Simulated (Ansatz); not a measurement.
A crystal relaxed with r2SCAN in Ansatz 0.2.0 has space group Cmcm (No. 63) and a = 3.726 Å, b = 11.112 Å, c = 3.942 Å.

```tsv
atom	site	x	y	z
Xx	4c	0.0000	0.6042	0.7500
Cl	4c	0.5000	0.6341	0.2500
```

r2SCAN gives an indirect gap of 1.01 eV, from Σ₀–Γ (0.12 of the way from Σ₀) to Γ; the least direct gap is 2.58 eV at Γ. The HSE06 gap is indirect, 1.86 eV (Σ₀–Γ (0.12 of the way from Σ₀) to Γ), below the direct gap of 3.53 eV at Γ. With PBE the valence top lies at Σ₀–Γ (0.10 of the way from Σ₀) and the conduction bottom at Γ, 0.45 eV higher; the smallest vertical gap, at Γ, is 1.97 eV. Meshes: r2SCAN 8×8×6, HSE06 6×6×4, PBE 8×8×6. r2SCAN's ε∞ is 5.1, 4.5 and 5.0 along x, y and z.

Question: Which element is Xx?
A. Li
B. Ag
C. Cu
D. Au

Answer: B. Xx is Ag: AgCl (Cmcm) from a database structure. Around Ag lie 7 Cl at 2.73–3.24 Å; around Cl lie 7 Ag at 2.73–3.24 Å.

(Simulation; spin polarisation is off.)

Spin-orbit coupling is left out.

Where an edge lies off the special points, it is a point of the mesh or the k point where a search put PBE's edge or least direct gap, reused for the other functionals, whose own edges may lie a little apart; PBE's own value is read along its path and can be a few hundredths of an eV high.

The meshes of the hybrids are coarse, so their gaps aren't converged to the digits shown.
